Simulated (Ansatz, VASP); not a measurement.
# Two plane-wave programs on KBr

```xyz
2
Lattice="0.0000 3.1876 3.1876 3.1876 0.0000 3.1876 3.1876 3.1876 0.0000" Properties=species:S:1:pos:R:3 pbc="T T T"
K     0.0000    0.0000    0.0000
Br    3.1876    3.1876    3.1876
```

Alike in both runs: functional LDA; k mesh 10 × 10 × 10; occupations fermi-dirac, width 0.1 eV; no spin polarisation.

Ansatz relaxed the structure, and its values are those at the end. VASP's run is a single point on that final structure, the one shown.

|  | VASP | Ansatz |
| --- | --- | --- |
| version | VASP 6.6.1 | Ansatz 0.2.0 |
| potentials or method | VASP PAW LDA potentials, release 64 (K_sv, Br) | PAW with Ansatz's default frozen-core files, scalar-relativistic |
| plane-wave cutoff (eV) | 520 | 420 |
| valence electrons in the cell | 16 | 16 |

|  | VASP | Ansatz | Ansatz less VASP |
| --- | --- | --- | --- |
| gap on the k mesh at the Fermi level (eV) | 4.32 | 4.32 | -0.008 |
| pressure (GPa) | 0.1 | 0.0 | -0.09 |

A k mesh can miss the band edges.
